**Problem: L edges of copper and tin by hand**

The L1 edge is the energy needed to remove a 2s electron, the L3 edge that for a 2p$_{3/2}$ electron. The table lists both from Dirac-Fock total-energy differences without correlation. "Free atom" takes the electron to the vacuum level and leaves an ion. "Screened hole" adds one electron in the listed screening orbital, so that the final state is neutral, as for an edge counted from the Fermi level of a metal. Cu and Sn serve as worked rows; both belong to the fits that give the constants of the three rules, so they are examples and not independent tests.

L1 and L3 edges of neutral atoms from Radial Dirac-Fock and Kohn-Sham solver 2: average-of-configuration Dirac-Fock ΔSCF, finite nucleus, Breit and QED terms, no correlation. Free-atom edges count from the vacuum level; screened holes add one electron to model a Fermi-level edge. Measured edges are of the element in its standard state, from its Fermi or vacuum level.

```tsv
species	Z	configuration	screening orbital	free atom (L1) (eV)	screened hole (L1) (eV)	measured edge (L1) (eV)	free atom (L3) (eV)	screened hole (L3) (eV)	measured edge (L3) (eV)	screened hole (L3) less measured edge (L3) (eV)	free atom (L3) less measured edge (L3) (eV)
Ni	28	[Ar] 3d8 4s2	3d	1027.0	1011.7	1008.6	869.1	853.9	852.7	1.20	16.37
Cu	29	[Ar] 3d10 4s1	4s	1106.3	1098.8	1096.7	938.8	931.3	932.7	-1.42	6.12
Zn	30	[Ar] 3d10 4s2	4p	1206.3	1200.9	1196.2	1028.5	1023.0	1021.8	1.20	6.70
Ga	31	[Ar] 3d10 4s2 4p1	4p	1313.7	1306.8	1299	1125.0	1118.1	1116.4	1.70	8.60
Ge	32	[Ar] 3d10 4s2 4p2	4p	1426.3	1418.0	1414.6	1226.3	1218.0	1217	1.00	9.30
Kr	36	[Ar] 3d10 4s2 4p6	5s	1930.7	1927.0	1921	1679.3	1675.6	1678.4	-2.80	0.90
Rb	37	[Kr] 5s1	5s	2077.7	2073.0	2065	1811.7	1807.0	1804	3.00	7.70
Sr	38	[Kr] 5s2	5p	2230.8	2226.6	2216	1949.5	1945.4	1940	5.40	9.50
Zr	40	[Kr] 4d2 5s2	4d	2546.8	2538.6	2532	2232.6	2224.4	2223	1.40	9.60
Nb	41	[Kr] 4d4 5s1	4d	2708.8	2702.3	2698	2376.8	2370.3	2371	-0.70	5.80
Mo	42	[Kr] 4d5 5s1	4d	2879.9	2872.4	2866	2529.2	2521.7	2520	1.70	9.20
Tc	43	[Kr] 4d5 5s2	4d	3061.2	3049.3	3043	2690.6	2678.8	2677	1.80	13.60
Ru	44	[Kr] 4d7 5s1	4d	3238.8	3229.4	3224	2847.6	2838.2	2838	0.20	9.60
Rh	45	[Kr] 4d8 5s1	4d	3426.9	3416.5	3412	3013.7	3003.4	3004	-0.60	9.70
Pd	46	[Kr] 4d10	5s	3615.7	3609.6	3604	3179.5	3173.4	3173	0.40	6.50
Ag	47	[Kr] 4d10 5s1	5s	3820.4	3813.3	3806	3359.9	3352.7	3351	1.70	8.90
Cd	48	[Kr] 4d10 5s2	5p	4032.3	4027.2	4018	3546.0	3540.9	3538	2.90	8.00
In	49	[Kr] 4d10 5s2 5p1	5p	4252.6	4246.2	4238	3739.2	3732.9	3730	2.90	9.20
Sn	50	[Kr] 4d10 5s2 5p2	5p	4479.7	4472.1	4465	3937.9	3930.3	3929	1.30	8.90
Sb	51	[Kr] 4d10 5s2 5p3	5p	4713.8	4704.9	4698	4142.0	4133.1	4132	1.10	10.00
Te	52	[Kr] 4d10 5s2 5p4	5p	4955.0	4944.8	4939	4351.6	4341.4	4341	0.40	10.60
I	53	[Kr] 4d10 5s2 5p5	5p	5203.3	5191.7	5188	4566.6	4555.0	4557	-2.00	9.60
Xe	54	[Kr] 4d10 5s2 5p6	6s	5458.9	5455.4	5453	4787.1	4783.7	4786	-2.30	1.10
Cs	55	[Xe] 6s1	6s	5727.5	5723.2	5714	5018.8	5014.6	5012	2.60	6.80
Ba	56	[Xe] 6s2	6p	6003.8	6000.0	5989	5256.3	5252.5	5247	5.50	9.30
La	57	[Xe] 5d1 6s2	5d	6285.1	6278.2	6266	5496.8	5489.9	5483	6.90	13.80
Ce	58	[Xe] 4f1 5d1 6s2	5d	6564.8	6557.9	6548	5733.6	5726.8	5723	3.80	10.60
Pr	59	[Xe] 4f3 6s2	5d	6843.1	6837.4	6835	5967.1	5961.3	5964	-2.70	3.10
Nd	60	[Xe] 4f4 6s2	5d	7136.7	7131.0	7126	6213.3	6207.6	6208	-0.40	5.30
```

**(a) Find a one-constant formula for the free-atom edges, apply it to L3 of Cu and Sn, and state its accuracy.**

*Solution.* An $n=2$ electron in the field of a reduced charge $Z-\sigma$ has, with the first term of the Dirac expansion,

$$E=\frac{Ry}{4}\,(Z-\sigma)^2\left[1+g\,\alpha^2 (Z-3.5)^2\right],$$

where $Ry/4=3.4014$ eV, $\alpha=1/137$, and $g=1/16$ for 2p$_{3/2}$ and $5/16$ for 2s. The 3.5 is the usual screening constant of the L doublet, reused for 2s for simplicity.

The screening number $\sigma$ cannot be a constant. The K and L electrons contribute a fixed amount, but each outer shell of $N$ electrons at radius $R$ adds a flat repulsive potential $N/R$ (atomic units) at the L shell. Since $(Z-\sigma)^2/8\approx Z^2/8-Z\sigma/4$, a flat potential $V$ acts as $\sigma\approx 4V/Z$. Thomas-Fermi scaling makes $V\propto Z^{4/3}$, so $\sigma$ should grow more slowly than $Z$. Inverting the formula on the L3 column gives $\sigma=12.03$ at Ni and 17.49 at Nd, and a log-log line through all rows has exponent 0.47. The leading argument gives one third, so it explains slow growth and not the exponent. The form $\sigma=c\sqrt Z$ is empirical. Minimising the rms relative error over all 29 rows gives $c=2.28$ for L3 and $c=2.04$ for L1, smaller because 2s penetrates closer to the nucleus.

For Cu, $\sigma=2.28\sqrt{29}=12.28$ and $Z-\sigma=16.72$, whose square is 279.6. The bracket is $1+(25.5/137)^2/16=1.0022$. Then $E=3.4014\times279.6\times1.0022=953$ eV against 938.8 eV, which is 1.5 % high. For Sn, $Z-\sigma=33.88$ and the bracket 1.0072 give 3932 eV against 3937.9 eV, 0.2 % low.

Relative to the free-atom columns the rms error is 0.8 % for L3 (worst Zn, +1.7 %) and 1.0 % for L1 (worst Ce, −2.0 %). A Moseley line, $\sqrt E$ fitted by least squares as a straight line in $Z$, has two constants and does worse, missing Ni by 5 % in L3.

The misfits follow the shell structure. From Ni to Cu $\sigma$ jumps by $12.40-12.03=0.37$, against about 0.14 per element from Cd to I. Cu has two more 3d electrons than Ni, and a compact 3d shell has a large $N/R$, whereas a 5p electron lies far out. The L1 estimate is 1 to 2 % low from I to Nd, and part of that is expected, because the next Dirac term is positive and larger for 2s than for 2p$_{3/2}$. The range tested is $Z=28$ to 60. Below it the outer shells that justify the slow growth are only being built, and above it the truncated bracket gets worse. An rms error of 27 eV in L3 exceeds every screening effect in the table, so parts (b) and (c) must start from a computed free-atom edge and not from this formula.

**(b) Estimate the shift, free atom less screened hole, for Cu and Sn from a property of a neighbouring element, and say for which rows the rule should fail.**

*Solution.* The two calculations share the initial state, so the shift is the binding energy of the added electron in the ion with the core hole. It comes on top of the relaxation of the atom's own electrons, which the free-atom edge already contains (about 28 eV for the 2s hole of Kr in the same calculation). The added electron stays far outside the L shell, and to it a core hole looks like one more proton. This equivalent-core picture has two consequences. The shift should not depend on whether the hole is 2s or 2p, and the table shows it: L1 and L3 shifts agree to 0.1 eV in every row, within the 0.2 eV that rounding allows. And the neutral screened state should resemble the atom $Z+1$, so that

$$\Delta \approx k\, I(Z+1),$$

with $I$ the first ionisation energy. This holds only if the screened configuration is the ground configuration of atom $Z+1$ and the added electron is the one that leaves first, which is true of the 16 rows screened in s or p other than Sr and Ba. A least-squares line through the origin on these rows, with rough recalled two-figure values of $I$, gives $k=0.89$ and an rms error of 0.6 eV, against a spread of 2.2 eV of the shifts about their mean.

Cu with an extra 4s electron looks like Zn, with $I\approx9.4$ eV. Then $\Delta=0.89\times9.4=8.4$ eV, while the table has $938.8-931.3=7.5$ eV. Sn with an extra 5p electron looks like Sb, with $I\approx8.6$ eV, so $\Delta=7.7$ eV against $3937.9-3930.3=7.6$ eV.

That $k$ is below one is the usual behaviour of Hartree-Fock energy differences: the neutral system has more correlation energy than the ion, and leaving it out lowers the binding. The ratio $\Delta/I$ fits this reading without proving it. It is 0.80 to 0.82 for Cu, Rb, Ag and Cs, where the electron completes an s² pair, and 0.87 to 0.88 for Kr and Xe, where it sits alone outside a closed p shell. Pd breaks the pattern: its ratio is 0.80 although the added 5s electron has no partner, so pairing is not the whole cause. Correlation with the filled 4d shell may matter there, which is not tested here. One constant $k$ averages over these ratios, so Cu, with 0.80, is missed by 0.9 eV and Sn, with 0.88, is not.

The shift is saw-toothed like $I$ itself. From Cd to I it climbs along a straight line of 1.30 eV per electron (least squares, misfit below 0.1 eV) and falls to 3.4 eV at Xe, where a new shell opens. Real ionisation energies flatten once the p shell passes half filling, since the fourth electron gains no exchange. The computed shifts show no such kink, as expected of an average over the configuration. The straightness is therefore a property of the method, and it helps to explain why the rule falls short for Sb and Te. For I the rule is low as well, but lost exchange cannot be the reason, because p⁵ and p⁶ have only one LS term each; the cause there is left open. The worst case, Te at −1.3 eV, also carries the coarse rounding of $I\approx10$ eV.

On the 13 rows outside the fit the rms error is 3.2 eV. The rule is low for all eleven d-screened rows, by only 0.2 eV for Nb but 8.3 eV for Ni. The screened Ni state resembles Cu 3d⁹4s², and taking out a 3d electron costs far more than the 4s ionisation of ground-state Cu. For 4d a counting rule serves better: the s¹ atoms Nb, Mo, Ru and Rh lie on a least-squares line of 0.95 eV per element. Tc has the same d⁵ as Mo and a shift 4.3 eV larger, because its extra 5s electron screens the extra proton poorly at the 4d radius. For Sr and Ba the rule is high by 1.4 and 1.2 eV. Y and La bind their added electron in d, so the p-screened state is probably not the lowest one.

**(c) Estimate the measured L3 edges of Cu and Sn from the free-atom value, and decide whether a row-by-row shift beats one constant.**

*Solution.* For the 27 solids the mean of free atom less measured edge, rounded to a whole eV, is 9 eV for L3 and 14 eV for L1. Cu gives $938.8-9=929.8$ eV against 932.7 eV, and Sn $3937.9-9=3928.9$ eV against 3929 eV. The agreement for Sn is luck, and finer than a whole-eV reference can resolve. The rms error over the solids is 2.7 eV, and Cu is the typical case. The screened column, with no fitted constant, reaches 2.6 eV with a mean of +1.5 eV, and the hand shift of (b) applied to every solid reaches only 3.7 eV. For L3 the constant is as good as the screened model.

A Born-Haber cycle shows what the screened atom leaves out. Take an atom from the solid, ionise its core, neutralise it, and return what is now a $Z+1$ atom to the host:

$$E_\text{solid}=E_\text{free}-I(Z+1)+E_\text{coh}(Z)-E_\text{coh}(Z+1)+E_\text{sol},$$

with $E_\text{coh}$ the cohesive energies and $E_\text{sol}$ the energy of dissolving $Z+1$ in $Z$. The screened column models the first two terms only, and with a shift that (b) found about a tenth too small on average over its 16 fitted rows, which pushes the edge up there. From Cd to I the shift rises from 5.1 to 11.6 eV while the free-atom error stays between 8.0 and 10.6 eV, so the screened error slides from +2.9 to −2.0 eV and the constant wins, 0.9 against 2.0 eV rms. That the cohesive terms cancel much of the rise is a guess that these numbers do not test, and for Ge, Te and I a Fermi-level reference is itself less clear than in a metal.

The constant fails most clearly where the atom's configuration differs from the solid's. An extra d or f electron lies deep, raises the potential at the core and lowers the edge. Pr and Nd atoms have one more 4f electron than their trivalent metals and Ce does not, and the free-atom L3 error drops from 10.6 eV at Ce to 3.1 eV at Pr. Ni, as 3d⁸4s², is poorer in d than its metal and is the worst L3 row, 7.4 eV above the constant. Tc, also an s² atom, lies 4.6 eV above it, perhaps for the same reason. But Zr, 4d²5s², is an s² atom too and lies only 0.6 eV above the constant, so an s² configuration alone does not account for a large error. La lies 4.8 eV above the constant, which this argument does not explain. Kr and Xe are monatomic gases with no outside electron to screen the hole, so no shift is subtracted. Their free-atom L3 edges are about 1 eV high, and their screened errors compare unlike things.

For L1 the constant of 14 eV gives 2.6 eV rms, while the screened column is high in every row, by 6.5 eV on average over the solids. The L1 error exceeds the L3 error by 4.6 to 6.7 eV from Rb to Nd, by 2.0 to 6.1 eV from Ni to Ge and by 8.8 eV for Kr. Screening cannot be the cause, since it shifts both edges alike. A known candidate is correlation: a 2s hole mixes with the Coster-Kronig continuum of a 2p hole and an ejected outer electron, which moves the level. The calculation has no such mixing, so this cause is untested here. In practice about 5 eV more is subtracted for L1 than for L3, with less confidence below Rb.
